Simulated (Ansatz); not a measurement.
# Ta (Im-3m) in Ansatz: settings compared

The runs below take Ta through relaxation of cell and atoms, single point, with RPBE, PBE.

Everything below comes from runs of Ansatz 0.2.0. Logs are shortened: lines on timing, memory, paths and dates and some standing lists are left out, and cuts for length are marked.

## Step 1: The crystal as given

The structure is cubic, space group Im-3m (No. 229). The conventional cell has a = 3.303 Å, b = 3.303 Å, c = 3.303 Å, α = 90.00°, β = 90.00°, γ = 90.00°. Ta (site symmetry m-3m) has 8 Ta at 2.86 Å as nearest neighbours.

## Step 2: Relaxation of cell and atoms, RPBE

The input, input.yaml:

```yaml
crystal:
  lattice:
    - [-1.65128, 1.65128, 1.65128]
    - [1.65128, -1.65128, 1.65128]
    - [1.65128, 1.65128, -1.65128]
  atoms:
    - { symbol: Ta, position: [0.0, 0.0, 0.0] }
hamiltonian:
  xc: rpbe
  pseudopotentials: { kind: paw }
kpoints:
  mp_grid: { grid: [11, 11, 11] }
scf:
  occupations: { method: fermi_dirac, width: 0.05 }
output:
  forces: true
  stress: true
relax:
  f_tol: 0.01
  max_steps: 40
  cell: { stress_tol: 0.05 }
```

Potentials or basis: Ansatz PAW.

On the command line:

```bash
$ ansatz run input.yaml --threads 2 --pin off --max-ram 5632MiB --backend cpu --events-out ev --progress --plain --runs-dir out
```

The program printed:

```text
Warning: RAYON_NUM_THREADS=2 ignored (pool sized by the plan → 2); use --threads N
Engine: ansatz 0.2.0, x86_64-unknown-linux-gnu
Pseudopotentials: kind: paw
Pseudopotential: Ta, paw, valence charge 13, recommended cutoff 420 eV (normal), Ta.paw.azcp
Functional definition: RPBE
  parameter kappa = 0.804
  parameter beta = 0.06672455060314922
  exchange = rpbe_x(kappa = kappa, mu = beta*pi^2/3)
  correlation = pbe_c(beta = beta)
Crystal: 1 atoms, lattice volume = 18.010 Å³
Basis set: ecut = 420 eV, 369 PW (Γ), exchange–correlation on 40×40×40 points (8 copies of the dense FFT grid, shifted against one another)
Bands: 11, of which v1, the nominal top of the filled ones, is band 7 counted from 1 (6 counted from 0)
Symmetry: 48 space group operations
Space group: Im-3m (ITA 229), of the structure as read, at distance tolerance 2.6e-5 Å
k-points: 56 of 1331
Non-local potential: Ta, projectors of the file, l = 0: 3, l = 1: 2, l = 2: 2, l = 3: 1
PAW form: soft (Blöchl's): semilocal exchange-correlation on the pseudo side does not see the compensation charge
PAW frozen core: Ta, regenerated for the run's functional, and the local potential with it (the file was generated under x = pbe(κ = 0.804, μ = 0.2195149727645171), c = pbe(β = 0.06672455060314922))
PAW one-centre angular grid: Ta, 590 points (default); XC on 64 Gauss nodes
Initial density: superposition of atomic densities (neutral atoms: chi_scale 0, normalization atom), corrected by the library's trained network
Initial wavefunctions: pseudopotential atomic-orbital guess
Functional: x = rpbe, c = pbe(β = 0.06672455060314922)
SCF iter   1: F=—  HF=-9944.800082 eV  |F-HF|=—  |Δ(HF+E_count)|=         —  Δρ=2.69e-3  dr2=4.07e-4  ethr=1.77e-3  ⟨swp⟩=5.8  Hψ=3536  notcnv=0
preconditioner: auto → none  [metal: Δε(μ)=0.059 eV  Ē_g=8.330 eV  σ=0.050 eV  W_gap=0.28  n_scr=0 (ndim 8)  ℏωp=19.6 eV  f_vac=0.000  D(μ)=1.00/eV (n_scr^D=12)]
SCF iter   2: F=—  HF=-9944.800083 eV  |F-HF|=—  |Δ(HF+E_count)|=   8.03e-7  Δρ=1.35e-3  dr2=1.10e-4  ethr=3.13e-6  ⟨swp⟩=2.4  Hψ=1357  notcnv=0
SCF iter   3: F=—  HF=-9944.800206 eV  |F-HF|=—  |Δ(HF+E_count)|=   1.23e-4  Δρ=1.61e-4  dr2=1.16e-6  ethr=8.42e-7  ⟨swp⟩=2.0  Hψ=964  notcnv=0
SCF iter   4: F=—  HF=-9944.800208 eV  |F-HF|=—  |Δ(HF+E_count)|=   1.78e-6  Δρ=5.11e-5  dr2=1.16e-7  ethr=8.90e-9  ⟨swp⟩=1.8  Hψ=680  notcnv=0
iter 5 did not close the SCF: its close was put off for the readings that it lacked (scf_convergence_deferred on its scf_iter line)
SCF iter   5: F=-9944.800208 eV  HF=-9944.800208 eV  |F-HF|=5.28e-9  |Δ(HF+E_count)|=   2.66e-8  Δρ=1.31e-5  dr2=9.56e-9  ethr=8.94e-10  ⟨swp⟩=2.3  Hψ=895  notcnv=0
[... 27 lines left out ...]
Crystal: 1 atoms, lattice volume = 18.576 Å³
iter 1 solved again at ethr=2.58e-8 eV; its pass at ethr=3.10e-3 eV (dr2=3.35e-6 eV) is discarded
SCF iter   1: F=—  HF=-9944.810467 eV  |F-HF|=—  |Δ(HF+E_count)|=         —  Δρ=1.12e-4  dr2=1.66e-6  ethr=2.58e-8  ⟨swp⟩=2.6  Hψ=4258  notcnv=0
preconditioner: auto → none  [metal: Δε(μ)=0.044 eV  Ē_g=8.086 eV  σ=0.050 eV  W_gap=0.21  n_scr=0 (ndim 8)  ℏωp=19.3 eV  f_vac=0.000  D(μ)=1.26/eV (n_scr^D=12)]
SCF iter   2: F=—  HF=-9944.810470 eV  |F-HF|=—  |Δ(HF+E_count)|=   2.71e-6  Δρ=4.28e-5  dr2=1.16e-7  ethr=1.28e-8  ⟨swp⟩=2.4  Hψ=843  notcnv=0
SCF iter   3: F=-9944.810470 eV  HF=-9944.810470 eV  |F-HF|=1.67e-8  |Δ(HF+E_count)|=   2.16e-7  Δρ=1.03e-5  dr2=4.55e-9  ethr=7.69e-10  ⟨swp⟩=4.0  Hψ=1698  notcnv=0
SCF 4 converged in 3 iterations: F = -9944.810470 eV  dr2 = 4.55e-9
relax step   4: F+E_penalty+E_count = -9944.81046994 eV  Δ(F+E_penalty+E_count) = -1.801e-4 eV  max|allowed force component| = 0.000e0 eV/Å  Δτ_max = 0.0000 Å  P = -0.002 GPa  Ω = 18.576 Å³  energy of the carried Pulay correction = -2.207e-4 eV  (3 SCF iters, dr2 threshold 1.00e-7 eV, accepted)
Initial wavefunctions: pseudopotential atomic-orbital guess (no wavefunctions were taken with the density)
iter 1 solved again at ethr=6.43e-8 eV; its pass at ethr=3.10e-3 eV (dr2=8.36e-6 eV) is discarded
SCF iter   1: F=—  HF=-9944.810658 eV  |F-HF|=—  |Δ(HF+E_count)|=         —  Δρ=3.65e-4  dr2=6.10e-7  ethr=6.43e-8  ⟨swp⟩=3.1  Hψ=5172  notcnv=0
SCF iter   2: F=—  HF=-9944.810702 eV  |F-HF|=—  |Δ(HF+E_count)|=   4.45e-5  Δρ=1.82e-4  dr2=1.50e-7  ethr=4.69e-9  ⟨swp⟩=1.0  Hψ=616  notcnv=0
SCF iter   3: F=—  HF=-9944.810716 eV  |F-HF|=—  |Δ(HF+E_count)|=   1.36e-5  Δρ=1.50e-6  dr2=7.65e-11  ethr=1.15e-9  ⟨swp⟩=1.6  Hψ=735  notcnv=0
SCF iter   4: F=—  HF=-9944.810716 eV  |F-HF|=—  |Δ(HF+E_count)|=  3.87e-10  Δρ=2.59e-7  dr2=1.38e-11  ethr=1.00e-12  ⟨swp⟩=6.0  Hψ=2401  notcnv=0
SCF iter   5: F=-9944.810716 eV  HF=-9944.810716 eV  |F-HF|=0.00e0  |Δ(HF+E_count)|=  7.28e-12  Δρ=6.24e-8  dr2=3.05e-13  ethr=1.00e-12  ⟨swp⟩=5.0  Hψ=2087  notcnv=0
SCF 5 converged in 5 iterations: F = -9944.810716 eV  dr2 = 3.05e-13
relax step   5: F+E_penalty+E_count = -9944.81071585 eV  Δ(F+E_penalty+E_count) = -2.459e-4 eV  max|allowed force component| = 0.000e0 eV/Å  Δτ_max = 0.0000 Å  P = +0.012 GPa  Ω = 18.576 Å³  stress off target by 1.20e-2 GPa  SCF on the basis re-selected at this cell (its energy is not comparable with the rows above)  (5 SCF iters)
basis re-selected at this cell: Δ(F+E_penalty+E_count) = -2.459e-4 eV, ΔP = +0.014 GPa vs the last step (what re-selecting the basis moved, of the pressure what is left beyond the Pulay correction that the steps carried, after the strain that the cell walked since its last selection, with what the two solves' SCF thresholds leave and, on support functions, any second-order correction that the steps lacked; it is no measure of the basis error at this ecutwfc). This SCF's stress stands 1.20e-2 GPa from its target on what of the cell is left free (relax.cell.stress_tol is 5.00e-2 GPa) and its largest allowed force component is 0.00e0 eV/Å (relax.f_tol is 1.00e-2 eV/Å): within both
SCF converged after 5 iterations
Free energy (F): -9944.810716 eV
Harris-Foulkes:  -9944.810716 eV  (|F-HF|=0.00e0)
Internal energy: -9944.800290 eV  (E = F + TS)
E sigma→0 (E₀):  -9944.805503 eV
Entropy (-TS):   -0.010426 eV (-10.426 meV/atom)
Fermi energy:    18.076521 eV
--- Per-component energies (eV) ---
  E_band       = -111.021085
  E_kinetic    = 365.174955
  E_local      = -564.317554  (includes V_loc(G=0)·N_el)
  E_nonlocal   = 13.687962
  E_hartree    = 194.972235
  E_xc         = -218.496587
  E_vxc        = -203.552168  (∫ρ·V_xc dr)
  E_paw        = -8408.733747  (= ΣΔE_a)
  E_vpaw       = -111.958907  (= ΣTr[D̂ρ^β])
  E_aug_tail   = 0.000147  (compensation charges beyond the density's cutoff)
  E_ewald      = -1327.059874
  E_core_change = -0.027827  (= ΣΔE_core)
  E_smearing   = -0.010426  (= −TS)
  E_closure    = 0.000000  (closes the sum)
  Σ components = -9944.810716   (vs F -9944.810716, Δ=0.00e0)
--- Forces (eV/Å), atoms counted from 1 ---
  atom   1  Ta    -0.00000000     0.00000000    -0.00000000
  max |Σ_I F_I| component: 8.42e-32 eV/Å
--- Stress (GPa, compression-positive) ---
        0.012002       0.000000       0.000000
        0.000000       0.012002       0.000000
       -0.000000       0.000000       0.012002
  P = ⅓ Tr σ = 0.0120 GPa (0.120 kbar)
--- Relaxed structure (4 steps of the walk, 3 accepted, 1 SCFs on fresh bases) ---
  F+E_penalty+E_count = -9944.81071585 eV   max|allowed force component| = 0.000e0 eV/Å   (the final SCF, on the basis selected at the relaxed cell)
  cell:  # Å, volume = 18.5761 Å³
    - [-1.668391278678474, 1.668391278678474, 1.668391278678474]
    - [1.668391278678474, -1.668391278678474, 1.668391278678474]
    - [1.668391278678474, 1.668391278678474, -1.668391278678474]
  atoms:
    - { symbol: Ta, position: [0.0, 0.0, 0.0] }
```

It took 2.7 s on 2 threads of Intel Xeon at 2.70GHz, shared host; peak memory 0.3 GiB.

What came out:

```
Free energy                            : -9944.8107 eV
Relaxed volume                         : 18.58 Å³/atom
Relaxed cell                           : a = 2.890 Å, b = 2.890 Å, c = 2.890 Å, α = 109.47°, β = 109.47°, γ = 109.47°
Space group after relaxing (to 0.05 Å) : Im-3m (No. 229)
Energy gained by relaxing              : 10.5 meV/atom
Ionic steps                            : 4
Pressure after relaxing                : 0.0 GPa
```

Step by step:
```csv
step,energy change (eV),largest force (eV/Å),volume (Å³)
1,0.0000,0.0000,18.01
2,-0.0101,0.0000,18.65
3,-0.0103,0.0000,18.58
4,-0.0105,0.0000,18.58
```

Final structure:
```
Ta
1.0
    -1.66839    1.66839    1.66839
     1.66839   -1.66839    1.66839
     1.66839    1.66839   -1.66839
Ta
1
Cartesian
  0.0000 0.0000 0.0000
```

Caveat: the plane-wave basis is chosen anew once the cell has moved, so the energies of steps on either side of that aren't comparable; the PAW data sets come from PBE, with cores solved anew for the run's functional, which leaves a small shift of forces and pressure. Zero-point motion and thermal expansion aren't in these numbers.

## Step 3: Single point, PBE

The input, input.yaml:

```yaml
crystal:
  lattice:
    - [-1.65128, 1.65128, 1.65128]
    - [1.65128, -1.65128, 1.65128]
    - [1.65128, 1.65128, -1.65128]
  atoms:
    - { symbol: Ta, position: [0.0, 0.0, 0.0] }
hamiltonian:
  xc: pbe
  pseudopotentials: { kind: paw }
kpoints:
  mp_grid: { grid: [11, 11, 11] }
scf:
  occupations: { method: gaussian, width: 0.025 }
output:
  forces: true
  stress: true
  eigenvalues: true
```

Potentials or basis: Ansatz PAW.

On the command line:

```bash
$ ansatz run input.yaml --threads 2 --pin off --max-ram 5632MiB --backend cpu --events-out ev --progress --plain --runs-dir out
```

It took 0.82 s on 2 threads of Intel Xeon at 2.70GHz, shared host; peak memory 0.29 GiB.

It converged, with:

```
Free energy            : -9932.2536 eV
Pressure               : 2.1 GPa
Band gap on the k mesh : none (metal or under the smearing width)
```

Levels at points of the mesh, in eV from the Fermi level:
| k point | band 2 | band 3 | band 4 | band 5 | band 6 | band 7 | band 8 | band 9 | band 10 | band 11 |
| --- | --- | --- | --- | --- | --- | --- | --- | --- | --- | --- |
| (0.00, 0.00, 0.00) | -32.98 | -32.98 | -32.98 | -7.87 | 0.77 | 0.77 | 0.77 | 4.05 | 4.05 | 14.65 |

Spin-orbit coupling is left out, which matters for the levels of Ta.

## Step 4: Single point, PBE

input.yaml: that of step 3 with these lines changed.

```diff
@@ -13,3 +13,3 @@
 scf:
-  occupations: { method: gaussian, width: 0.025 }
+  occupations: { method: gaussian, width: 0.026 }
 output:
```

On the command line:

```bash
$ ansatz run input.yaml --threads 2 --pin off --max-ram 5632MiB --backend cpu --events-out ev --progress --plain --runs-dir out
```

Run time: 0.69 s. Hardware: 2 threads of Intel Xeon at 2.70GHz, shared host; peak memory 0.29 GiB.

The run converged. Its results:

- Free energy: -9932.2536 eV
- Pressure: 2.1 GPa
- Band gap on the k mesh: none (metal or under the smearing width)

Levels at points of the mesh, in eV from the Fermi level:
```tsv
k point	band 2	band 3	band 4	band 5	band 6	band 7	band 8	band 9	band 10	band 11
(0.00, 0.00, 0.00)	-32.98	-32.98	-32.98	-7.87	0.77	0.77	0.77	4.04	4.04	14.65
```

Spin-orbit coupling is left out, which matters for the levels of Ta.

## Step 5: The runs side by side

| task | level | cell | smearing | gap on the mesh (eV) | pressure (GPa) |
| --- | --- | --- | --- | --- | --- |
| relaxation of cell and atoms | RPBE | relaxed | fermi-dirac 0.05 eV | - | 0.0 |
| single point | PBE | as given | gaussian 0.025 eV | none | 2.1 |
| single point | PBE | as given | gaussian 0.026 eV | none | 2.1 |

Alike in all rows: potentials or basis Ansatz PAW; no spin polarisation; k mesh 11 × 11 × 11; cutoff (eV) 420.

Caveats: the plane-wave basis is chosen anew once the cell has moved, so the energies of steps on either side of that aren't comparable (some runs); the PAW data sets come from PBE, with cores solved anew for the run's functional, which leaves a small shift of forces and pressure (some runs).

Absolute energies hang on the potentials; compare differences alone.
